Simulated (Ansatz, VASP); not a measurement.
## Zn in VASP and in Ansatz

INCAR

```
SYSTEM = Zn
PREC = Accurate ; ENCUT = 520
EDIFF = 1E-7 ; ISMEAR = -1
SIGMA = 0.05 ; LREAL = .FALSE.
LASPH = .TRUE. ; NELM = 100
ALGO = Normal ; ISIF = 2
LWAVE = .FALSE. ; LCHARG = .FALSE.
GGA = PE ; NBANDS = 19
```

File KPOINTS:

```
regular mesh
0
G
  16 16 9
  0 0 0
```

The input POSCAR:

```
Zn
1.0
    2.5113870994      0.0000000000      0.0000000000
   -1.2556935497      2.1749250268      0.0000000000
    0.0000000000      0.0000000000      4.4144225783
Zn
2
Direct
    0.3333333333      0.6666666667      0.2500000000
    0.6666666667      0.3333333333      0.7500000000
```

Input for Ansatz:

```yaml
crystal:
  lattice:
    - [2.5113870994, 0.0, 0.0]
    - [-1.2556935497, 2.1749250268, 0.0]
    - [0.0, 0.0, 4.4144225783]
  atoms:
    - { symbol: Zn, position: [0.3333333333, 0.6666666667, 0.25] }
    - { symbol: Zn, position: [0.6666666667, 0.3333333333, 0.75] }
kpoints:
  mp_grid: { grid: [16, 16, 9] }
scf:
  occupations: { method: fermi_dirac, width: 0.05 }
hamiltonian:
  xc: pbe
  pseudopotentials: { kind: all_electron, lapw: { basis_error: 0.001 } }
output:
  forces: true
  stress: true
  eigenvalues: true
  populations: true
```

Change from the starting cell: volume scaled by 0.8, LAPW.

Alike in both runs: task single point; functional PBE; k mesh 16 × 16 × 9; occupations fermi-dirac, width 0.05 eV; no spin polarisation.

|  | VASP | Ansatz |
| --- | --- | --- |
| version | VASP 6.6.1 | Ansatz 0.2.0 |
| potentials or method | VASP PAW PBE potentials, release 64 (Zn) | all-electron LAPW, scalar-relativistic |
| plane-wave cutoff (eV) | 520 | see its input |

|  | VASP | Ansatz | Ansatz less VASP |
| --- | --- | --- | --- |
| pressure (GPa) | 29.3 | 28.6 | -0.75 |
| largest component of the traceless stress (GPa) | 0.15 | 0.01 | -0.133 |

Ansatz ran all-electron here, so the differences hold the error of VASP's frozen core and of both bases.

Caveats: so large a pressure means that the cell lies far from this level's equilibrium, or that cutoff or potentials fall short (VASP).
